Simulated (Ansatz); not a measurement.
**As (bcc): energy against volume**

Theory: DFT, RPBE, plane waves (420 eV) with PAW, scalar-relativistic in Ansatz. (PAW data from PBE, frozen cores regenerated.)

The cell is scaled uniformly from the relaxed one, with fractional coordinates and shape fixed. Energies are extrapolated to zero smearing, pressures are those at the given smearing. Magnetic state: spin not included.

A Birch-Murnaghan fit gives V₀ = 19.39 Å³/atom, B₀ = 74 GPa, B₀′ = 4.6.

Q: What are the energy above the minimum and the pressure at 17.873 Å³/atom?

A: 31.8 meV/atom and 7.46 GPa as computed.

Q: What are the energy above the minimum and the pressure at 20.205 Å³/atom?

A: 7.3 meV/atom and -2.69 GPa as computed.

Q: What are the energy above the minimum and the pressure at 20.982 Å³/atom?

A: 25.9 meV/atom and -4.86 GPa as computed.
